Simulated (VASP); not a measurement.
Here is a VASP 6.6.1 calculation.

File INCAR:

```
SYSTEM = KBr
ALGO     = Normal         ! electronic algorithm
EDIFF    = 1E-6           ! SCF threshold, eV
EDIFFG   = -0.005         ! ionic threshold
ENCUT    = 600            ! plane-wave cutoff, eV
GGA      = PE             ! functional
IBRION   = 2              ! ionic algorithm
ISIF     = 3              ! what is computed and relaxed
ISMEAR   = -1             ! smearing method
LASPH    = .TRUE.         ! aspherical terms in the spheres
LCHARG   = .FALSE.        ! write CHGCAR
LREAL    = .FALSE.        ! projectors in reciprocal space
LWAVE    = .FALSE.        ! write WAVECAR
NELM     = 80             ! most SCF steps
NSW      = 80             ! ionic steps
PREC     = Accurate       ! precision mode
SIGMA    = 0.02           ! smearing width, eV
```

Contents of KPOINTS:

```
k-points
0
G
  6 6 6
  0 0 0
```

The input POSCAR:

```
KBr
1.0
    0.0000000000      3.3000000000      3.3000000000
    3.3000000000      0.0000000000      3.3000000000
    3.3000000000      3.3000000000      0.0000000000
K Br
1 1
Direct
    0.0000000000      0.0000000000      0.0000000000
    0.5000000000      0.5000000000      0.5000000000
```

Potentials or basis: VASP PAW PBE potentials, release 64 (K_sv, Br).

The run is started by

```bash
$ cat potpaw_PBE.64/K_sv/POTCAR potpaw_PBE.64/Br/POTCAR > POTCAR
$ mpirun -np 1 vasp_std > vasp.out
```

(1) Predict the band gap on the k mesh.

(2) Estimate the relaxed cell.

(3) What does it give for the relaxed volume?

## Answers

(1) 4.31 eV, direct.

(2) a = 4.744 Å, b = 4.744 Å, c = 4.744 Å, α = 60.00°, β = 60.00°, γ = 60.00°.

(3) 37.75 Å³/atom.
